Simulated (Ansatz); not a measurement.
# Si: energy over two strains, part 3 of 3

A grid of calculations on Si (Cmcm, No. 63; 12 atoms in the cell), to see where the energy is lowest and how it rises around there.

Ansatz 0.2.0; DFT PBEsol, scalar-relativistic, plane waves, PAW. The steps go on from the part before.

### Step 14. All points together

28 points were computed, 21 more follow by symmetry. Energies in meV/atom, from the relaxed crystal:

```csv
"equal normal strain along x and y (%) ↓, engineering shear strain xy (%) →",−30,−20,−10,0,10,20,30
15,634,547,490,471,490,547,634
10,464,343,266,239,266,343,464
5,365,204,102,68,102,204,365
0,379,173,44,0,44,173,379
−5,558,306,144,89,144,306,558
−10,970,668,473,407,473,668,970
−15,1702,1342,1114,1037,1114,1342,1702
```

The pressure (GPa) at each point:

| equal normal strain along x and y (%) ↓, engineering shear strain xy (%) → | −30 | −20 | −10 | 0 | 10 | 20 | 30 |
| --- | --- | --- | --- | --- | --- | --- | --- |
| 15 | −10 | −11 | −12 | −12 | −12 | −11 | −10 |
| 10 | −8 | −9 | −10 | −10 | −10 | −9 | −8 |
| 5 | −4 | −5 | −6 | −7 | −6 | −5 | −4 |
| 0 | 4 | 2 | 0 | 0 | 0 | 2 | 4 |
| −5 | 16 | 14 | 12 | 11 | 12 | 14 | 16 |
| −10 | 36 | 33 | 30 | 30 | 30 | 33 | 36 |
| −15 | 66 | 61 | 58 | 58 | 58 | 61 | 66 |

The largest force on an atom (eV/Å) at each point:

| equal normal strain along x and y (%) ↓, engineering shear strain xy (%) → | −30 | −20 | −10 | 0 | 10 | 20 | 30 |
| --- | --- | --- | --- | --- | --- | --- | --- |
| 15 | 0.8 | 0.9 | 1.0 | 1.0 | 1.0 | 0.9 | 0.8 |
| 10 | 1.0 | 0.8 | 0.8 | 0.9 | 0.8 | 0.8 | 1.0 |
| 5 | 2.0 | 1.1 | 0.7 | 0.6 | 0.7 | 1.1 | 2.0 |
| 0 | 3.7 | 2.1 | 0.9 | 0.0 | 0.9 | 2.1 | 3.7 |
| −5 | 6.2 | 3.8 | 2.0 | 1.0 | 2.0 | 3.8 | 6.2 |
| −10 | 9.7 | 6.4 | 3.9 | 2.6 | 3.9 | 6.4 | 9.7 |
| −15 | 14.6 | 10.2 | 6.8 | 5.2 | 6.8 | 10.2 | 14.6 |

### Step 15. Results

The summary covers parts 1 to 3.

| quantity | value |
| --- | --- |
| relaxed cell (conventional) | a = 3.823 Å, b = 10.695 Å, c = 12.654 Å, α = 90.00°, β = 90.00°, γ = 90.00° |
| space group (0.01 Å) | Cmcm (No. 63) |
| volume | 21.56 Å³/atom |
| lowest point | (0 %, 0 %), 0 meV/atom |
| highest computed point | (−30 %, −15 %), 1702 meV/atom above the lowest |
| pressure (GPa) | −12 at (0 %, 15 %) to 66 at (−30 %, −15 %); 0 at the lowest point |
| largest force on an atom (eV/Å) | 0.0 at (0 %, 0 %) to 14.6 at (−30 %, −15 %); 0.0 at the lowest point |
| time for all points | 11 min on 4 threads, shared host |
| step 4, run with ecutrho_ratio 12, xc lda, ecutwfc left out (against step 3) | converged; the pressure goes from 0.0 to -1.5 GPa; the largest force goes from 0.00 to 0.04 eV/Å |

What this shows: Relaxation left the volume within 0.5 % of the start. The lowest computed point is at (0 %, 0 %), which is the relaxed crystal itself. No other kind of well shows on this grid. The highest computed point, (−30 %, −15 %), lies 1702 meV/atom above the lowest. Round the minimum the two coordinates are nearly uncoupled. The curvatures of the interpolated surface at the minimum, over the volume, give stiffnesses of about 65 and 460 GPa for the two patterns (per unit amplitude as drawn, so not the usual moduli), with the ions clamped; on a grid this wide they are rough. The gap closes in part of the range. With the other coordinates free, the energies away from the reference would be the same or lower.

The gaps are Kohn-Sham values of a semilocal functional, not quasiparticle or optical gaps. Such gaps usually fall short of the measured ones.
